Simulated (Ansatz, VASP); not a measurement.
## Hf: VASP beside Ansatz

Contents of INCAR:

```
  PREC = Accurate
  ENCUT = 520
  EDIFF = 1E-6
  ISMEAR = 0
  SIGMA = 0.1
  LREAL = False
  LASPH = True
  NELM = 100
  ALGO = Normal
  ISIF = 2
  LWAVE = False
  LCHARG = False
  GGA = PS
  NBANDS = 22
```

File KPOINTS:

```
Automatic mesh
0
Gamma
  6 6 4
```

Contents of POSCAR:

```
Hf
1.0
    4.1083145766      0.0000000000      0.0000000000
   -2.0541572884      3.5579047901      0.0000000000
    0.0000000000      0.0000000000      4.6610204125
Hf
3
Direct
    0.2254000000      0.0000000000      0.3333333333
    0.0000000000      0.2254000000      0.6666666667
    0.7746000000      0.7746000000      0.0000000000
```

Input for Ansatz:

```yaml
crystal:
  lattice:
    - [4.1083145766, 0.0, 0.0]
    - [-2.0541572884, 3.5579047901, 0.0]
    - [0.0, 0.0, 4.6610204125]
  atoms:
    - { symbol: Hf, position: [0.2254, 0.0, 0.3333333333] }
    - { symbol: Hf, position: [0.0, 0.2254, 0.6666666667] }
    - { symbol: Hf, position: [0.7746, 0.7746, 0.0] }
basis:
  ecutwfc: 420
kpoints:
  mp_grid: { grid: [6, 6, 4] }
hamiltonian:
  xc: pbesol
scf:
  occupations: { method: gaussian, width: 0.1 }
  lower_state_search: "off"
output:
  forces: true
  stress: true
  eigenvalues: true
```

Alike in both runs: task single point; functional PBEsol; k mesh 6 × 6 × 4; occupations gaussian, width 0.1 eV; no spin polarisation.

|  | VASP | Ansatz |
| --- | --- | --- |
| version | VASP 6.6.1 | Ansatz 0.2.0 |
| potentials or method | VASP PAW PBE potentials, release 64 (Hf_pv) | scalar-relativistic, plane waves, PAW |
| plane-wave cutoff (eV) | 520 | 420 |
| valence electrons in the cell | 30 | 78 |

|  | VASP | Ansatz | Ansatz less VASP |
| --- | --- | --- | --- |
| gap on the k mesh at the Fermi level (eV) | none | none | - |
| pressure (GPa) | 15.6 | 16.4 | +0.82 |
| largest component of the traceless stress (GPa) | 9.44 | 10.00 | +0.554 |
| rms of the force components (eV/Å) | 4.038 | 4.131 | +0.0936 |

Atom by atom the forces differ by 0.094 eV/Å (rms over components). A gap of «none» marks a metal or a gap that the smearing closes. The functional is the same, so the differences come from potentials, cutoffs and numerics. The two sets of potentials don't hold the same shells in valence.

Caveats: so large a pressure means that the cell lies far from this level's equilibrium, or that cutoff or potentials fall short (VASP); the potentials were made for another functional, which shifts forces and pressure (VASP). Spin-orbit coupling is left out, which matters for the levels of Hf.
